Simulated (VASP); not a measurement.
# Sr2H3I: time-dependent DFT spectra

Which functionals bind an exciton in Sr2H3I? The cell has space group P-3m1, a computed entry that need not be the common form of this compound. The start is a computed cell from the Materials Project.

Calculated with VASP 6.6.1; LDA; plane waves and PAW (I, Sr_sv, H), in the first sound run; inputs show where later runs differ.

**1. The structure**

The structure is trigonal, space group P-3m1 (No. 164). The conventional cell has a = 4.243 Å, b = 4.243 Å, c = 7.683 Å, α = 90.00°, β = 90.00°, γ = 120.00°. Nearest to I lie 6 Sr at 3.48 Å. Sr has 7 H at 2.47 to 2.81 Å and 3 I at 3.48 Å nearest. Nearest to H lie 6 H at 2.68 Å and 6 Sr at 2.81 Å. H has 4 Sr at 2.47 Å nearest. Farther neighbours and most contacts between anions are not listed.

**2. Relaxation**

The atoms are relaxed first inside the given cell, which is kept (ISIF = 2), since band edges depend on the positions.

INCAR

```
SYSTEM = Sr2H3I
PREC = Accurate
ENCUT = 400
EDIFF = 1E-06
NELM = 100
ISMEAR = 0
SIGMA = 0.05
LREAL = .FALSE.
ALGO = Normal
GGA = CA
NBANDS = 21
LWAVE = .FALSE.
LCHARG = .FALSE.
KPAR = 4
IBRION = 2
NSW = 60
ISIF = 2
EDIFFG = -0.01
```

POSCAR

```
Sr2H3I
1.0
    4.2427287671      0.0000000000      0.0000000000
   -2.1213643835      3.6743108937      0.0000000000
    0.0000000000      0.0000000000      7.6827474300
I Sr H
1 2 3
Direct
    0.0000000000      0.0000000000      0.0000000000
    0.6666666700      0.3333333300      0.6786552900
    0.3333333300      0.6666666700      0.3213447100
    0.0000000000      0.0000000000      0.5000000000
    0.6666666700      0.3333333300      0.3572515000
    0.3333333300      0.6666666700      0.6427485000
```

KPOINTS

```
Automatic mesh
0
Gamma
6 6 3
0 0 0
```

The projector-augmented-wave data sets are I, Sr_sv and H (PBE family, release 64).

Started as:

```console
> mpirun -np 4 vasp_std
```

Log:

```text
[banner, memory and clock lines left out]
running    4 mpi-ranks, on    1 nodes
 distrk:  each k-point on    1 cores,    4 groups
 distr:  one band on    1 cores,    1 groups

 POSCAR found type information on POSCAR I SrH
 POSCAR found :  3 types and       6 ions
|                                                                             |
|               ----> ADVICE to this user running VASP <----                  |
|                                                                             |
|     You enforced a specific xc type in the INCAR file but a different       |
|     [... a line on the potential file left out ...]
|     I HOPE YOU KNOW WHAT YOU ARE DOING!                                     |
|                                                                             |

 LDA part: xc-table for (Slater(with rela. corr.)+CA(PZ))
 , standard interpolation
 POSCAR, INCAR and KPOINTS ok, starting setup
 FFT: planning ... GRIDC
 FFT: planning ... GRID_SOFT
 FFT: planning ... GRID
 WAVECAR not read
 entering main loop
       N       E                     dE             d eps       ncg     rms          rms(c)
DAV:   1     0.135172845153E+03    0.13517E+03   -0.11937E+04   714   0.101E+03
DAV:   2    -0.104000458308E+02   -0.14557E+03   -0.14037E+03   865   0.238E+02
DAV:   3    -0.224257345123E+02   -0.12026E+02   -0.11966E+02  1226   0.543E+01
DAV:   4    -0.228634879103E+02   -0.43775E+00   -0.43709E+00  1036   0.978E+00
DAV:   5    -0.228770596799E+02   -0.13572E-01   -0.13571E-01  1104   0.133E+00    0.244E+01
DAV:   6    -0.217347853245E+02    0.11423E+01   -0.11124E+00   839   0.519E+00    0.151E+01
DAV:   7    -0.213234908763E+02    0.41129E+00   -0.24696E+00   824   0.807E+00    0.251E+00
DAV:   8    -0.213190134189E+02    0.44775E-02   -0.44266E-01   982   0.297E+00    0.169E+00
DAV:   9    -0.213183857220E+02    0.62770E-03   -0.20936E-02   939   0.636E-01    0.929E-01
DAV:  10    -0.213175759815E+02    0.80974E-03   -0.50000E-03   865   0.386E-01    0.171E-01
DAV:  11    -0.213173991068E+02    0.17687E-03   -0.50017E-04  1031   0.119E-01    0.636E-02
DAV:  12    -0.213173672055E+02    0.31901E-04   -0.16766E-04   954   0.617E-02    0.745E-02
DAV:  13    -0.213173605523E+02    0.66533E-05   -0.40748E-05   954   0.362E-02    0.192E-02
DAV:  14    -0.213173609013E+02   -0.34903E-06   -0.44255E-06   820   0.104E-02
   1 F= -.21317361E+02 E0= -.21317361E+02  d E =-.213174E+02
 curvature:   0.00 expect dE= 0.000E+00 dE for cont linesearch  0.000E+00
 trial: gam= 0.00000 g(F)=  0.155E-03 g(S)=  0.000E+00 ort = 0.000E+00 (trialstep = 0.100E+01)
 search vector abs. value=  0.155E-03
 bond charge predicted
       N       E                     dE             d eps       ncg     rms          rms(c)
DAV:   1    -0.213175110704E+02   -0.15052E-03   -0.24869E-03   799   0.256E-01    0.328E-02
DAV:   2    -0.213175081698E+02    0.29006E-05   -0.22359E-05   928   0.275E-02    0.114E-02
DAV:   3    -0.213175068362E+02    0.13336E-05   -0.23608E-06   844   0.694E-03    0.356E-03
DAV:   4    -0.213175066166E+02    0.21966E-06   -0.49466E-07   562   0.341E-03
   2 F= -.21317507E+02 E0= -.21317507E+02  d E =-.145715E-03
[...]
3 F= -.21317838E+02 E0= -.21317838E+02  d E =-.477253E-03
[...]
4 F= -.21318020E+02 E0= -.21318020E+02  d E =-.659311E-03
[...]
5 F= -.21318036E+02 E0= -.21318036E+02  d E =-.674634E-03
 curvature:  -4.32 expect dE=-0.139E-03 dE for cont linesearch -0.279E-08
 trial: gam= 0.20993 g(F)=  0.322E-04 g(S)=  0.000E+00 ort =-0.316E-06 (trialstep = 0.254E+01)
 search vector abs. value=  0.388E-04
 bond charge predicted
       N       E                     dE             d eps       ncg     rms          rms(c)
DAV:   1    -0.213180477858E+02   -0.11845E-04   -0.19026E-02   714   0.843E-01    0.682E-02
DAV:   2    -0.213180781937E+02   -0.30408E-04   -0.55363E-04   891   0.150E-01    0.387E-02
DAV:   3    -0.213180779596E+02    0.23407E-06   -0.38516E-05  1097   0.231E-02    0.165E-02
DAV:   4    -0.213180777072E+02    0.25238E-06   -0.11646E-06   690   0.590E-03
   6 F= -.21318078E+02 E0= -.21318078E+02  d E =-.421715E-04
 trial-energy change:   -0.000042  1 .order   -0.000044   -0.000081   -0.000007
 step:   2.7703(harm=  2.7703)  dis= 0.00229  next Energy=   -21.318080 (dE=-0.444E-04)
 reached required accuracy - stopping structural energy minimisation
```

Elapsed: 12 s, on 4 MPI ranks of AMD EPYC 9R45, shared host; peak memory 0.68 GiB; 41 s of CPU time.

Lines that name or quote the potential files are left out of all logs, and their timing lines are given in words.

From OUTCAR (step 2):

```text
ion  position               nearest neighbor table
   1  0.000  0.000  0.000-   2 3.48   3 3.48   3 3.48   2 3.48   2 3.48   3 3.48
   2  0.667  0.333  0.679-   6 2.47   6 2.47   6 2.47   5 2.47   4 2.81   4 2.81   4 2.81   1 3.48
                             1 3.48   1 3.48   3 3.68   3 3.68   3 3.68
   3  0.333  0.667  0.321-   5 2.47   5 2.47   5 2.47   6 2.47   4 2.81   4 2.81   4 2.81   1 3.48
                             1 3.48   1 3.48   2 3.68   2 3.68   2 3.68
   4  0.000  0.000  0.500-   2 2.81   3 2.81   3 2.81   2 2.81   2 2.81   3 2.81
   5  0.667  0.333  0.357-   3 2.47   3 2.47   3 2.47   2 2.47
   6  0.333  0.667  0.643-   2 2.47   2 2.47   2 2.47   3 2.47

  LATTYP: Found a hexagonal cell.
 ALAT       =     4.2427287671
 C/A-ratio  =     1.8108033418

 Subroutine GETGRP returns: Found 12 space group operations
 (whereof 12 operations were pure point group operations)

The static configuration has the point symmetry D_3d.

 Found     17 irreducible k-points:

   k-points           NKPTS =     17   k-points in BZ     NKDIM =     17   number of bands    NBANDS=     21

   dimension x,y,z NGX =    28 NGY =   28 NGZ =   50
   dimension x,y,z NGXF=    56 NGYF=   56 NGZF=  100

   ENCUT  =  400.0 eV  29.40 Ry    5.42 a.u.   6.92  6.92 12.53*2*pi/ulx,y,z

   NELECT =      30.0000    total number of electrons

 k-points in reciprocal lattice and weights: Automatic mesh
   0.00000000  0.00000000  0.00000000       0.009
   0.16666667 -0.00000000  0.00000000       0.056
   0.33333333 -0.00000000  0.00000000       0.056
   0.50000000 -0.00000000  0.00000000       0.028
   0.16666667  0.16666667  0.00000000       0.056
   0.33333333  0.16666667  0.00000000       0.111
   0.33333333  0.33333333  0.00000000       0.019
   0.00000000  0.00000000  0.33333333       0.019
   0.16666667 -0.00000000  0.33333333       0.056
[...]
-0.16666667  0.50000000  0.33333333       0.111
   0.33333333  0.33333333  0.33333333       0.037

 average (electrostatic) potential at core
       1 -93.5210       2 -37.7745       3 -37.7745       4 -31.1011       5 -31.3536
       6 -31.3536

 E-fermi :   3.2858

 k-point     1 :       0.0000    0.0000    0.0000
  band No.  band energies     occupation
    ...
     11      -1.8306      2.00000
     12       0.4800      2.00000
     13       0.5035      2.00000
     14       0.5035      2.00000
     15       2.9300      2.00000
     16       5.5629      0.00000
     17       5.6308      0.00000
     18       5.6308      0.00000
     19       5.7103      0.00000
     20       5.7103      0.00000
    ...

 k-point     2 :       0.1667   -0.0000    0.0000
  band No.  band energies     occupation
    ...
     11      -1.5985      2.00000
     12      -0.1609      2.00000
     13       0.3498      2.00000
     14       0.3687      2.00000
     15       2.1800      2.00000
     16       5.7364      0.00000
     17       5.7523      0.00000
     18       5.9887      0.00000
     19       6.0928      0.00000
     20       6.3523      0.00000
    ...

 k-point     3 :       0.3333   -0.0000    0.0000
  band No.  band energies     occupation
    ...
     11      -1.1490      2.00000
     12      -0.5937      2.00000
     13       0.0721      2.00000
     14       0.1984      2.00000
     15       1.0719      2.00000
     16       5.6316      0.00000
     17       5.9742      0.00000
     18       6.0714      0.00000
     19       6.2218      0.00000
     20       6.7755      0.00000
    ...

  Total       -2.3668323     -2.3668323     -2.4270111     -0.0000000     -0.0000000      0.0000000
  in kB      -31.6621463    -31.6621463    -32.4671843     -0.0000000     -0.0000000      0.0000000
  external PRESSURE =     -31.9304923 kB  Pullay stress =       0.0000000 kB

  energy-cutoff  :      400.00
  volume of cell :      119.77
      direct lattice vectors                 reciprocal lattice vectors
     4.242728767  0.000000000  0.000000000     0.235697367  0.136079938  0.000000000
    -2.121364384  3.674310894  0.000000000     0.000000000  0.272159877  0.000000000
     0.000000000  0.000000000  7.682747430     0.000000000  0.000000000  0.130161769

 POSITION                                       TOTAL-FORCE (eV/Angst)
 -----------------------------------------------------------------------------------
      4.24273      0.00000      0.00000         0.000000      0.000000      0.000000
      2.12136      1.22477      5.21383        -0.000000      0.000000     -0.001695
     -0.00000      2.44954      2.46892         0.000000     -0.000000      0.001695
      4.24273      0.00000      3.84137         0.000000      0.000000      0.000000
      2.12136      1.22477      2.76260         0.000000      0.000000     -0.000093
     -0.00000      2.44954      4.92015        -0.000000      0.000000      0.000093
 -----------------------------------------------------------------------------------
    total drift:                               -0.000000     -0.000000     -0.000000

  FREE ENERGIE OF THE ION-ELECTRON SYSTEM (eV)
  ---------------------------------------------------
  free  energy   TOTEN  =       -21.3180777072 eV

  energy  without entropy=      -21.3180777072  energy(sigma->0) =      -21.31807771

 reached required accuracy - stopping structural energy minimisation

[... 3 further parts left out ...]
```

CONTCAR:

```
Sr2H3I
   1.00000000000000
     4.2427287671000000    0.0000000000000000    0.0000000000000000
    -2.1213643835000000    3.6743108937000000    0.0000000000000000
     0.0000000000000000    0.0000000000000000    7.6827474300000000
  I               Sr              H
     1     2     3
Direct
     1.0000000000000000    0.0000000000000000    0.0000000000000000
     0.6666666699999979    0.3333333300000021    0.6786412280579949
     0.3333333300000021    0.6666666699999979    0.3213587719420052
     1.0000000000000000    0.0000000000000000    0.5000000000000000
     0.6666666699999979    0.3333333300000021    0.3595851696060089
     0.3333333300000021    0.6666666699999979    0.6404148303939913
```

The PAW data sets were made with PBE, though LDA sets exist; this is a small mismatch. The run keeps the 12 symmetry operations of its start, so it cannot find a distortion of lower symmetry.

Relaxation path:

```
step  energy less that of the first step (eV)  largest force (eV/Å)
   1                                   0.0000                0.0398
   2                                  -0.0001                0.0356
   3                                  -0.0005                0.0225
   4                                  -0.0007                0.0210
   5                                  -0.0007                0.0181
   6                                  -0.0007                0.0017
```

The atoms that moved most (Å):

```
atom     dx     dy      dz  length
  H5  0.000  0.000   0.018   0.018
  H6  0.000  0.000  -0.018   0.018
```

Final coordinates:

```
I Sr H
1.0
     4.24273    0.00000    0.00000
    -2.12136    3.67431    0.00000
     0.00000    0.00000    7.68275
I Sr H
1 2 3
Direct
  0.00000 0.00000 0.00000
  0.66667 0.33333 0.67864
  0.33333 0.66667 0.32136
  0.00000 0.00000 0.50000
  0.66667 0.33333 0.35959
  0.33333 0.66667 0.64041
```

Numbers from this step:

| Item | Value |
| --- | --- |
| free energy (TOTEN) | -21.32 eV |
| Fermi energy | 3.286 eV |
| pressure | -3.193 GPa |

At LDA, with these data sets, the largest force is down to 0.0017 eV/Å.

**3. Ground state at LDA**

The orbitals come from a self-consistent LDA run. EDIFF is tight for accurate orbitals, and a narrow smearing avoids fractional occupations.

INCAR

```
SYSTEM = Sr2H3I
PREC = Accurate
ENCUT = 300
EDIFF = 1E-08
NELM = 100
ISMEAR = 0
SIGMA = 0.01
LREAL = .FALSE.
ALGO = Normal
GGA = CA
NBANDS = 21
LORBIT = 11
LWAVE = .TRUE.
LCHARG = .FALSE.
KPAR = 2
```

POSCAR

```
Sr2H3I
1.0
    4.2427287671      0.0000000000      0.0000000000
   -2.1213643835      3.6743108937      0.0000000000
    0.0000000000      0.0000000000      7.6827474300
I Sr H
1 2 3
Direct
    0.0000000000      0.0000000000      0.0000000000
    0.6666666700      0.3333333300      0.6786412281
    0.3333333300      0.6666666700      0.3213587719
    0.0000000000      0.0000000000      0.5000000000
    0.6666666700      0.3333333300      0.3595851696
    0.3333333300      0.6666666700      0.6404148304
```

KPOINTS

```
Automatic mesh
0
Gamma
3 3 2
0 0 0
```

Started as:

```console
> mpirun -np 4 vasp_std
```

Log:

```text
[banner, memory and clock lines left out]
running    4 mpi-ranks, on    1 nodes
 distrk:  each k-point on    2 cores,    2 groups
 distr:  one band on    1 cores,    2 groups

 POSCAR found type information on POSCAR I SrH
 POSCAR found :  3 types and       6 ions
 [... a notice as in an earlier step ...]

 LDA part: xc-table for (Slater(with rela. corr.)+CA(PZ))
 , standard interpolation
|                                                                             |
|           W    W    AA    RRRRR   N    N  II  N    N   GGGG   !!!           |
|           W    W   A  A   R    R  NN   N  II  NN   N  G    G  !!!           |
|           W    W  A    A  R    R  N N  N  II  N N  N  G       !!!           |
|           W WW W  AAAAAA  RRRRR   N  N N  II  N  N N  G  GGG   !            |
|           WW  WW  A    A  R   R   N   NN  II  N   NN  G    G                |
|           W    W  A    A  R    R  N    N  II  N    N   GGGG   !!!           |
|                                                                             |
|     The number of bands has been changed from the values supplied in        |
|     The orbitals not found in the WAVECAR file will be initialized with     |
|     random numbers, which is usually adequate. For correlated               |
|     calculations, however, you should redo the groundstate calculation.     |
|     I found NBANDS = 21. Now, NBANDS = 22.                                  |
|                                                                             |

 POSCAR, INCAR and KPOINTS ok, starting setup
 FFT: planning ... GRIDC
 FFT: planning ... GRID_SOFT
 FFT: planning ... GRID
 WAVECAR not read
 entering main loop
       N       E                     dE             d eps       ncg     rms          rms(c)
DAV:   1     0.110059797407E+03    0.11006E+03   -0.10257E+04   272   0.764E+02
DAV:   2    -0.125758102867E+02   -0.12264E+03   -0.11810E+03   348   0.201E+02
DAV:   3    -0.224383177846E+02   -0.98625E+01   -0.98115E+01   442   0.454E+01
DAV:   4    -0.227789742831E+02   -0.34066E+00   -0.34031E+00   376   0.753E+00
DAV:   5    -0.227872899205E+02   -0.83156E-02   -0.83155E-02   386   0.974E-01    0.247E+01
DAV:   6    -0.216520356621E+02    0.11353E+01   -0.95883E-01   294   0.481E+00    0.152E+01
DAV:   7    -0.212253594247E+02    0.42668E+00   -0.21089E+00   312   0.752E+00    0.265E+00
DAV:   8    -0.212338782673E+02   -0.85188E-02   -0.44279E-01   364   0.266E+00    0.138E+00
DAV:   9    -0.212280009059E+02    0.58774E-02   -0.34622E-02   318   0.735E-01    0.794E-01
DAV:  10    -0.212275972556E+02    0.40365E-03   -0.45952E-03   344   0.357E-01    0.216E-01
DAV:  11    -0.212272341723E+02    0.36308E-03   -0.91121E-04   366   0.129E-01    0.882E-02
DAV:  12    -0.212272082435E+02    0.25929E-04   -0.19615E-04   400   0.780E-02    0.105E-01
DAV:  13    -0.212271999670E+02    0.82765E-05   -0.56668E-05   338   0.444E-02    0.184E-02
DAV:  14    -0.212271990895E+02    0.87746E-06   -0.78281E-06   338   0.137E-02    0.109E-02
DAV:  15    -0.212271990849E+02    0.46166E-08   -0.25546E-06   330   0.739E-03    0.615E-03
DAV:  16    -0.212271990106E+02    0.74248E-07   -0.45423E-07   368   0.322E-03    0.209E-03
DAV:  17    -0.212271990070E+02    0.36339E-08   -0.28147E-08   328   0.837E-04
   1 F= -.21227199E+02 E0= -.21227199E+02  d E =-.123042E-36
 writing wavefunctions
```

The job ended after 1.8 s (4 MPI ranks; peak memory 0.43 GiB).

Parts of OUTCAR (step 3):

```text
The static configuration has the point symmetry D_3d.

 Found      6 irreducible k-points:

   k-points           NKPTS =      6   k-points in BZ     NKDIM =      6   number of bands    NBANDS=     22

   dimension x,y,z NGX =    24 NGY =   24 NGZ =   48
   dimension x,y,z NGXF=    48 NGYF=   48 NGZF=   96

   ENCUT  =  300.0 eV  22.05 Ry    4.70 a.u.   5.99  5.99 10.85*2*pi/ulx,y,z

   NELECT =      30.0000    total number of electrons

 E-fermi :   3.1667

 k-point     1 :       0.0000    0.0000    0.0000
  band No.  band energies     occupation
    ...
     11      -1.8160      2.00000
     12       0.4975      2.00000
     13       0.5278      2.00000
     14       0.5278      2.00000
     15       2.9664      2.00000
     16       5.5689      0.00000
     17       5.6278      0.00000
     18       5.6278      0.00000
     19       5.7089      0.00000
     20       5.7089      0.00000
    ...

 k-point     2 :       0.3333   -0.0000    0.0000
  band No.  band energies     occupation
    ...
     11      -1.1307      2.00000
     12      -0.5729      2.00000
     13       0.0949      2.00000
     14       0.2099      2.00000
     15       1.0945      2.00000
     16       5.6326      0.00000
     17       5.9754      0.00000
     18       6.0697      0.00000
     19       6.2255      0.00000
     20       6.7804      0.00000
    ...

  Total       -2.3058190     -2.3058190     -2.6541126     -0.0000000     -0.0000000      0.0000000
  in kB      -30.8459444    -30.8459444    -35.5052199     -0.0000000     -0.0000000      0.0000000
  external PRESSURE =     -32.3990362 kB  Pullay stress =       0.0000000 kB

  energy-cutoff  :      300.00
  volume of cell :      119.77
      direct lattice vectors                 reciprocal lattice vectors
     4.242728767  0.000000000  0.000000000     0.235697367  0.136079938  0.000000000
    -2.121364384  3.674310894  0.000000000     0.000000000  0.272159877  0.000000000
     0.000000000  0.000000000  7.682747430     0.000000000  0.000000000  0.130161769

 POSITION                                       TOTAL-FORCE (eV/Angst)
 -----------------------------------------------------------------------------------
      0.00000      0.00000      0.00000         0.000000      0.000000      0.000000
      2.12136      1.22477      5.21383        -0.000000      0.000000      0.051164
     -0.00000      2.44954      2.46892         0.000000     -0.000000     -0.051164
      0.00000      0.00000      3.84137         0.000000      0.000000      0.000000
      2.12136      1.22477      2.76260        -0.000000     -0.000000     -0.008121
     -0.00000      2.44954      4.92015         0.000000      0.000000      0.008121
 -----------------------------------------------------------------------------------
    total drift:                               -0.000000     -0.000000      0.000000

  FREE ENERGIE OF THE ION-ELECTRON SYSTEM (eV)
  ---------------------------------------------------
  free  energy   TOTEN  =       -21.2271990070 eV

  energy  without entropy=      -21.2271990070  energy(sigma->0) =      -21.22719901

 total charge
# of ion       s       p       d       tot
------------------------------------------
    1        1.497   2.830   0.006   4.332
    2        2.005   5.707   0.216   7.927
    3        2.005   5.707   0.216   7.927
    4        0.479   0.001   0.000   0.481
    5        0.522   0.002   0.000   0.524
    6        0.522   0.002   0.000   0.524
--------------------------------------------------
tot          7.030  14.248   0.438  21.716

[... 2 parts as in an earlier step ...]

[... 7 further parts left out ...]
```

The gap is read on the k-mesh alone, so it is an upper bound where the band edges lie off the mesh.

A gap read on the k-mesh alone can miss the band edges.

Numbers from this step:

| Quantity | Value |
| --- | --- |
| free energy (TOTEN) | -21.23 eV |
| Fermi energy | 3.167 eV |
| pressure | -3.240 GPa |
| gap on the k-mesh | 1.783 eV |
| least direct gap on the k-mesh | 2.247 eV |

(Continued in part 2 of 3.)

[Lines on the potential files, build, host, timing and source positions are cut from VASP's logs without a mark.]

[Logs are printed without paths, hosts, clocks, repeated set-up lines and the standing remarks that a program may print on its own settings, such as how far it seeks lower states.]

[Hosts, paths, dates, database ids (printed as entryN), source tags and the programs' standing remarks are cut or masked in the printed files.]

[Pressures printed for these runs are not shown converged in the cutoff: they can be off by several GPa and have the wrong sign.]
